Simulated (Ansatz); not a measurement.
Al:

```
CELL_PARAMETERS angstrom
0.00000 2.02481 2.02481
2.02481 0.00000 2.02481
2.02481 2.02481 0.00000
ATOMIC_POSITIONS crystal
Al 0.00000 0.00000 0.00000
```

Base run:

```yaml
Program: Ansatz 0.2.0
Functional: LDA
Potentials_or_basis: Ansatz PAW
Cutoff: "420 eV (not typed: the program's choice for these potentials)"
k_mesh: 11 × 11 × 11
Occupations: fermi-dirac, width 0.05 eV
Spin: no spin polarisation
```

Its results: band gap on the k mesh none (metal or under the smearing width); pressure -3.7 GPa.

Question: After a change of settings the same cell gave: band gap on the k mesh none (metal or under the smearing width); pressure -1.9 GPa. Which change was it?
A. functional from LDA to r2SCAN; cutoff from 420 eV (not typed: the program's choice for these potentials) to 500 eV (not typed: the program's choice for these potentials)
B. functional from LDA to revPBE
C. functional from LDA to PBE
D. functional from LDA to PBEsol

Answer: D.

PBEsol binds less tightly than LDA, so the same cell stands under more pressure.

Caveats: the PAW data sets come from PBE, with cores solved anew for the run's functional, which leaves a small shift of forces and pressure.
